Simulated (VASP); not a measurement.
# Ge (I4_1/amd) in VASP: a series of runs

Runs on Ge. Level: PBEsol. Tasks: relaxation of cell and atoms.

Program: VASP 6.6.1. These are calculated values, not measurements. Logs are shortened: lines on timing, memory, paths and dates and some standing lists are left out, and cuts for length are marked.

## (1) The structure

Symmetry: I4_1/amd, No. 141, tetragonal system. Conventional cell: a = 5.149 Å, b = 5.149 Å, c = 2.795 Å, α = 90.00°, β = 90.00°, γ = 90.00°. Ge (site symmetry -4m2) is surrounded by 6 Ge at 2.67 to 2.79 Å.

This isn't the form of Ge at room conditions, which is diamond.

## (2) Relaxation of cell and atoms, PBEsol, target pressure 13.3 GPa, at which the enthalpy is minimised

Input file INCAR:

```
PREC = Accurate
ENCUT = 520
EDIFF = 1E-7
ISMEAR = 0
SIGMA = 0.02
LREAL = F
LASPH = T
NELM = 60
ALGO = Normal
ISIF = 3
LWAVE = F
LCHARG = F
GGA = PS
IBRION = 2
NSW = 80
EDIFFG = -0.002
PSTRESS = 133.0
```

Input file KPOINTS:

```
regular mesh
0
Gamma
  4 4 4
```

Input file POSCAR:

```
Ge
1.0
   -2.5744897200      2.5744897200      1.3974126400
    2.5744897200     -2.5744897200      1.3974126400
    2.5744897200      2.5744897200     -1.3974126400
Ge
2
Direct
    0.2500000000      0.7500000000      0.5000000000
    0.5000000000      0.5000000000      0.0000000000
```

Potentials or basis: VASP PAW PBE potentials, release 64 (Ge_d).

Run with:

```
$ cat potpaw_PBE.64/Ge_d/POTCAR > POTCAR
$ mpirun -np 1 vasp_std > vasp.out
```

OUTCAR:

```text
PREC = Accurate
   ENCUT = 520
   EDIFF = 1E-7
   ISMEAR = 0
   LREAL = F
   LASPH = T
   NELM = 60
   ISIF = 3
   GGA = PS
   IBRION = 2
   NSW = 80
   EDIFFG = -0.002
   PSTRESS = 133.0

 ion  position               nearest neighbor table
   1  0.250  0.750  0.500-   2 2.67   2 2.67   2 2.67   2 2.67
   2  0.500  0.500  0.000-   1 2.67   1 2.67   1 2.67   1 2.67

  LATTYP: Found a body centered tetragonal cell.
 ALAT       =     5.1489794400
 C/A-ratio  =     0.5427920839

  Lattice vectors:

 A1 = (  -2.5744897200,   2.5744897200,   1.3974126400)
 A2 = (   2.5744897200,  -2.5744897200,   1.3974126400)
 A3 = (   2.5744897200,   2.5744897200,  -1.3974126400)

Analysis of symmetry for initial positions (statically):
=====================================================================
 Subroutine PRICEL returns:
 Original cell was already a primitive cell.

 Routine SETGRP: Setting up the symmetry group for a
 body centered tetragonal supercell.

 Subroutine GETGRP returns: Found 16 space group operations
 (whereof  8 operations were pure point group operations)
 out of a pool of 16 trial point group operations.

The static configuration has the point symmetry D_2d.
 The point group associated with its full space group is D_4h.

Analysis of symmetry for dynamics (positions and initial velocities):
=====================================================================
 Subroutine PRICEL returns:
 Original cell was already a primitive cell.

 Routine SETGRP: Setting up the symmetry group for a
 body centered tetragonal supercell.

 Subroutine GETGRP returns: Found 16 space group operations
 (whereof  8 operations were pure point group operations)
 out of a pool of 16 trial point group operations.

The dynamic configuration has the point symmetry D_2d.
 The point group associated with its full space group is D_4h.

 Subroutine INISYM returns: Found 16 space group operations
 (whereof  8 operations are pure point group operations),
 and found     1 'primitive' translations

----------------------------------------------------------------------------------------

                                     Primitive cell

  volume of cell :      37.0482

  direct lattice vectors                    reciprocal lattice vectors
    -2.574489720  2.574489720  1.397412640     0.000000000  0.194213244  0.357804120
     2.574489720 -2.574489720  1.397412640     0.194213244  0.000000000  0.357804120
     2.574489720  2.574489720 -1.397412640     0.194213244  0.194213244  0.000000000

  length of vectors
     3.899840602  3.899840602  3.899840602     0.407114938  0.407114938  0.274659004

  position of ions in fractional coordinates (direct lattice)
     0.250000000  0.750000000  0.500000000
     0.500000000  0.500000000  0.000000000

  ion indices of the primitive-cell ions
   primitive index   ion index
                 1           1
                 2           2

----------------------------------------------------------------------------------------

 KPOINTS: regular mesh

Automatic generation of k-mesh.
 Grid dimensions read from file:
 generate k-points for:    4    4    4

 Generating k-lattice:

  Cartesian coordinates                     Fractional coordinates (reciprocal lattice)
     0.000000000  0.048553311  0.089451030     0.250000000  0.000000000  0.000000000
     0.048553311  0.000000000  0.089451030     0.000000000  0.250000000  0.000000000
     0.048553311  0.048553311  0.000000000     0.000000000  0.000000000  0.250000000

  Length of vectors
     0.101778734  0.101778734  0.068664751

  Shift w.r.t. Gamma in fractional coordinates (k-lattice)
     0.000000000  0.000000000  0.000000000

 Subroutine IBZKPT returns following result:
 ===========================================

 Found     13 irreducible k-points:

 Following reciprocal coordinates:
            Coordinates               Weight
  0.000000  0.000000  0.000000      1.000000
  0.250000  0.000000 -0.000000      8.000000
  0.500000  0.000000 -0.000000      4.000000
  0.250000  0.250000 -0.000000      8.000000
  0.500000  0.250000 -0.000000     16.000000
 -0.250000  0.250000  0.000000      4.000000
  0.500000  0.500000 -0.000000      2.000000
  0.250000  0.250000  0.250000      2.000000
 -0.250000  0.250000  0.250000      4.000000
  0.500000  0.500000  0.250000      4.000000
 -0.250000  0.500000  0.250000      8.000000
 -0.250000 -0.250000  0.250000      2.000000
  0.500000  0.500000  0.500000      1.000000
   k-points           NKPTS =     13   k-points in BZ     NKDIM =     13   number of bands    NBANDS=     18
   number of dos      NEDOS =    301   number of ions     NIONS =      2
   total plane-waves  NPLWV =  27000
   dimension x,y,z NGX =    30 NGY =   30 NGZ =   30
   dimension x,y,z NGXF=    60 NGYF=   60 NGZF=   60
   ions per type =               2
   NGX,Y,Z   is equivalent  to a cutoff of  12.79, 12.79, 12.79 a.u.
   NGXF,Y,Z  is equivalent  to a cutoff of  25.58, 25.58, 25.58 a.u.
 SYSTEM =  unknown system
   PREC   = accura    normal or accurate (medium, high low for compatibility)
   ISTART =      0    job   : 0-new  1-cont  2-samecut
   ICHARG =      2    charge: 1-file 2-atom 10-const
   ISPIN  =      1    spin polarized calculation?
   LNONCOLLINEAR =      F non collinear calculations
   LSORBIT =      F    spin-orbit coupling
   LASPH  =      T    aspherical Exc in radial PAW
   ENCUT  =  520.0 eV  38.22 Ry    6.18 a.u.   7.25  7.25  7.25*2*pi/ulx,y,z
   NELM   =     60;   NELMIN=  2; NELMDL= -5     # of ELM steps
   EDIFF  = 0.1E-06   stopping-criterion for ELM
   LREAL  =      F    real-space projection
   EDIFFG = -.2E-02   stopping-criterion for IOM
   NSW    =     80    number of steps for IOM
   IBRION =      2    ionic relax: 0-MD 1-quasi-New 2-CG
   NFREE  =      1    steps in history (QN), initial steepest desc. (CG)
   ISIF   =      3    stress and relaxation
   ISYM   =      2    0-nonsym 1-usesym 2-fastsym
   POTIM  = 0.5000    time-step for ionic-motion
   TEBEG  =    0.0;   TEEND  =   0.0 temperature during run
   PSTRESS=  133.0 pullay stress
   NELECT =      28.0000    total number of electrons
   NUPDOWN=      -1.0000    fix difference up-down
   EMIN   =  10.00;   EMAX   =-10.00  energy-range for DOS
   EFERMI =   0.00;   METHOD = LEGACY
   ISMEAR =     0;   SIGMA  =   0.02  broadening in eV -4-tet -1-fermi 0-gaus
   EFERMI_NEDOS =   21; number of points for ismear=-14 and -15
   IALGO  =     38    algorithm
   IMIX   =      4    mixing-type and parameters
     AMIX     =   0.40;   BMIX     =  1.00
     AMIX_MAG =   1.60;   BMIX_MAG =  1.00
  volume/ion in A,a.u.               =      18.52       125.01
  Fermi-wavevector in a.u.,A,eV,Ry     =   1.491209  2.817976 30.255333  2.223704
  Thomas-Fermi vector in A             =   2.603893
   LORBIT       =      0    0 simple, 1 ext, 2 COOP (PROOUT), +10 PAW based schemes
   GGA     = PS    functional components
   LHFCALC =     F    Hartree Fock is set to
   AEXX    =    0.0000 exact exchange contribution
   IVDW    =     0    specifies the selected vdW correction
   LEPSILON=     F    determine dielectric tensor
   LRPA    =     F    only Hartree local field effects (RPA)
 conjugate gradient relaxation of ions
 non-spin polarized calculation
 Gauss-broadening in eV      SIGMA  =   0.02
  energy-cutoff  :      520.00
  volume of cell :       37.05
 maximum number of plane-waves:      1005
 NGX is ok and might be reduce to    30
   NGX = 15   NGY = 15   NGZ = 15

--------------------------------------- Ionic step        1  -------------------------------------------

 number of electron      28.0000028 magnetization

 Free energy of the ion-electron system (eV)
  ---------------------------------------------------
  ext. energy  EPLUGINS =         0.00000000
  ---------------------------------------------------
  free energy    TOTEN  =        -9.44053868 eV

  energy without entropy =       -9.43983344  energy(sigma->0) =       -9.44018606

------------------------ aborting loop because EDIFF is reached ----------------------------------------

  FORCE on cell =-STRESS in cart. coord.  units (eV):
  Direction    XX          YY          ZZ          XY          YZ          ZX
  --------------------------------------------------------------------------------------
  -------------------------------------------------------------------------------------
  Total       -1.0360160     -1.0360160      1.4877089      0.0000000      0.0000000      0.0000000
  in kB      -44.8033075    -44.8033075     64.3371136      0.0000000      0.0000000      0.0000000
  external PRESSURE =    -141.4231671 kB  Pullay stress =     133.0000000 kB

 VOLUME and BASIS-vectors are now :
 -----------------------------------------------------------------------------
  energy-cutoff  :      520.00
  volume of cell :       37.05
      direct lattice vectors                 reciprocal lattice vectors
    -2.574489720  2.574489720  1.397412640     0.000000000  0.194213244  0.357804120
     2.574489720 -2.574489720  1.397412640     0.194213244  0.000000000  0.357804120
     2.574489720  2.574489720 -1.397412640     0.194213244  0.194213244  0.000000000
[... 8 lines left out ...]
  FREE ENERGIE OF THE ION-ELECTRON SYSTEM (eV)
  ---------------------------------------------------
  free  energy   TOTEN  =        -9.4405386813 eV

  energy  without entropy=       -9.4398334443  energy(sigma->0) =       -9.44018606

  enthalpy is  TOTEN    =        -6.3650931395 eV   P V=        3.0754455418

--------------------------------------- Ionic step        2  -------------------------------------------

 number of electron      28.0000010 magnetization

 E-fermi :  10.0462     XC(G=0): -12.7909

 val. band max:       10.0366476254   @ k =   0.2500   0.0000  -0.0000
 cond. band min:      10.1013024709   @ k =  -0.2500   0.2500   0.2500
 fundamental gap:      0.0646548455
 Fermi energy:        10.0461852691

 k-point     1 :       0.0000    0.0000    0.0000
  band No.  band energies     occupation
      1     -15.4011      2.00000
      2     -15.2702      2.00000
      3     -15.1825      2.00000
      4     -15.1312      2.00000
      5     -15.0004      2.00000
      6     -15.0004      2.00000
[... 10 lines left out ...]
     17      18.9467      0.00000
     18      19.7745      0.00000
[... 469 lines left out ...]
  FREE ENERGIE OF THE ION-ELECTRON SYSTEM (eV)
  ---------------------------------------------------
  free  energy   TOTEN  =        -9.3222290525 eV

  energy  without entropy=       -9.3215238155  energy(sigma->0) =       -9.32187643

  enthalpy is  TOTEN    =        -6.6353315446 eV   P V=        2.6868975079

--------------------------------------- Ionic step        8  -------------------------------------------

 number of electron      28.0000008 magnetization

 Free energy of the ion-electron system (eV)
  ---------------------------------------------------
  ext. energy  EPLUGINS =         0.00000000
  ---------------------------------------------------
  free energy    TOTEN  =        -9.31886694 eV

  energy without entropy =       -9.31816171  energy(sigma->0) =       -9.31851432

 E-fermi :   8.5466     XC(G=0): -12.1834

 val. band max:        8.4367066721   @ k =  -0.2500   0.2500   0.2500
 cond. band min:       8.5466005222   @ k =  -0.2500   0.2500   0.0000
 fundamental gap:      0.1098938501
 Fermi energy:         8.5466005222

 k-point     1 :       0.0000    0.0000    0.0000
  band No.  band energies     occupation
      1     -16.6248      2.00000
      2     -16.5186      2.00000
      3     -16.5050      2.00000
      4     -16.4625      2.00000
      5     -16.3459      2.00000
      6     -16.3459      2.00000
[... 10 lines left out ...]
     17      16.9282      0.00000
     18      17.2252      0.00000
[... 272 lines left out ...]
 POSITION                                       TOTAL-FORCE (eV/Angst)
 -----------------------------------------------------------------------------------
      2.42473      0.00000      0.68730         0.000000     -0.000000      0.000000
      0.00000      0.00000      1.37460        -0.000000      0.000000     -0.000000
 -----------------------------------------------------------------------------------
    total drift:                                0.000000     -0.000000      0.000000

  FREE ENERGIE OF THE ION-ELECTRON SYSTEM (eV)
  ---------------------------------------------------
  free  energy   TOTEN  =        -9.3188669422 eV

  energy  without entropy=       -9.3181617053  energy(sigma->0) =       -9.31851432

  enthalpy is  TOTEN    =        -6.6353536169 eV   P V=        2.6835133253

 reached required accuracy - stopping structural energy minimisation
```

Run time: 49 s. Hardware: 1 thread of Intel Xeon Platinum 8488C (Sapphire Rapids), shared host; peak memory 0.17 GiB.

What came out:

- Free energy: -9.3189 eV
- Relaxed volume: 16.16 Å³/atom
- Relaxed cell: a = 3.694 Å, b = 3.694 Å, c = 3.694 Å, α = 97.96°, β = 97.96°, γ = 136.31°
- Space group after relaxing (to 0.05 Å): I4_1/amd (No. 141)
- Energy change on relaxing (the enthalpy is what falls): +60.8 meV/atom
- Ionic steps: 8
- Pressure after relaxing: 13.3 GPa
- Band gap on the k mesh: none (metal or under the smearing width)

Step by step:
| step | energy change (eV) | largest force (eV/Å) | pressure (GPa) | volume (Å³) |
| --- | --- | --- | --- | --- |
| 1 | 0.0000 | 0.0000 | -0.84 | 37.05 |
| 2 | 0.5785 | 0.0000 | 32.47 | 28.91 |
| 3 | 0.1266 | 0.0000 | 13.51 | 32.28 |
| 4 | 0.1341 | 0.0000 | 13.81 | 32.19 |
| 5 | 0.1210 | 0.0000 | 13.26 | 32.34 |
| 6 | 0.1253 | 0.0000 | 13.51 | 32.28 |
| 7 | 0.1183 | 0.0000 | 13.15 | 32.37 |
| 8 | 0.1217 | 0.0000 | 13.31 | 32.33 |

Final structure:
```cif
data_structure
_symmetry_space_group_name_H-M 'P 1'
_symmetry_Int_Tables_number 1
_cell_length_a 3.6943
_cell_length_b 3.6943
_cell_length_c 3.6943
_cell_angle_alpha 97.958
_cell_angle_beta 97.958
_cell_angle_gamma 136.312
_cell_volume 32.33
loop_
_atom_site_label
_atom_site_type_symbol
_atom_site_fract_x
_atom_site_fract_y
_atom_site_fract_z
_atom_site_occupancy
Ge1 Ge 0.25000 0.75000 0.50000 1
Ge2 Ge 0.50000 0.50000 0.00000 1
```

Caveat: the k mesh is coarse (spacing up to 0.64 Å⁻¹), so the values aren't converged; the cell is relaxed towards a set pressure, so the enthalpy falls and the energy may rise; the PAW data sets were made with another functional, which shifts forces and pressure a little.

## (3) Relaxation of cell and atoms, PBEsol, target pressure 13.3 GPa, at which the enthalpy is minimised

This run uses another cell than the first one, of 16.16 Å³/atom, 0.873 times its volume.

INCAR is that of step 2.

KPOINTS is that of step 2.

Input file POSCAR:

```
Ge                                      
1.0
   -2.4247314980      2.4247314980      1.3745970199
    2.4247314980     -2.4247314980      1.3745970199
    2.4247314980      2.4247314980     -1.3745970199
  Ge            
     2
Direct
     0.2500000000000000    0.7500000000000000    0.5000000000000000
     0.5000000000000000    0.5000000000000000    0.0000000000000000
```

Potentials or basis: VASP PAW PBE potentials, release 64 (Ge_d).

Run with:

```
$ cat potpaw_PBE.64/Ge_d/POTCAR > POTCAR
$ mpirun -np 1 vasp_std > vasp.out
```

Wall time 17 s (1 thread of Intel Xeon Platinum 8488C (Sapphire Rapids), shared host); peak memory 0.15 GiB.

It converged, with:

```yaml
Free_energy: -9.3171 eV
Relaxed_volume: 16.16 Å³/atom
Relaxed_cell: a = 3.694 Å, b = 3.694 Å, c = 3.694 Å, α = 97.96°, β = 97.96°, γ = 136.31°
Space_group_after_relaxing_to_0.05_Å: I4_1/amd (No. 141)
Energy_change_on_relaxing_the_enthalpy_is_what_falls: +0.6 meV/atom
Ionic_steps: 4
Pressure_after_relaxing: 13.3 GPa
Band_gap_on_the_k_mesh: none (metal or under the smearing width)
```

Step by step:
```tsv
step	energy change (eV)	largest force (eV/Å)	pressure (GPa)	volume (Å³)
1	0.0000	0.0000	13.16	32.33
2	0.0054	0.0000	13.54	32.26
3	0.0013	0.0000	13.32	32.31
4	0.0012	0.0000	13.30	32.31
```

Final structure:
```yaml
crystal:
  lattice:
    - [-2.42439, 2.42439, 1.37439]
    - [2.42439, -2.42439, 1.37439]
    - [2.42439, 2.42439, -1.37439]
  atoms:
    - { symbol: Ge, position: [0.25000, 0.75000, 0.50000] }
    - { symbol: Ge, position: [0.50000, 0.50000, 0.00000] }
```

Levels at points of the mesh, in eV from the Fermi level:
| k point | band 11 | band 12 | band 13 | band 14 | band 15 | band 16 | band 17 | band 18 |
| --- | --- | --- | --- | --- | --- | --- | --- | --- |
| (0.00, 0.00, 0.00) | -14.86 | -3.27 | -2.82 | -2.82 | 2.86 | 8.16 | 8.38 | 8.68 |
| (0.50, 0.00, 0.00) | -9.07 | -7.53 | -2.67 | -2.48 | -2.18 | 1.88 | 3.85 | 6.11 |
| (0.50, 0.50, 0.00) | -11.69 | -11.69 | 0.56 | 0.56 | 2.45 | 2.45 | 7.20 | 7.20 |
| (0.50, 0.50, 0.50) | -9.37 | -9.37 | -7.12 | -7.12 | 5.41 | 5.41 | 13.10 | 13.10 |

Caveat: the k mesh is coarse (spacing up to 0.66 Å⁻¹), so the values aren't converged; the cell is relaxed towards a set pressure, so the enthalpy falls and the energy may rise; the PAW data sets were made with another functional, which shifts forces and pressure a little.
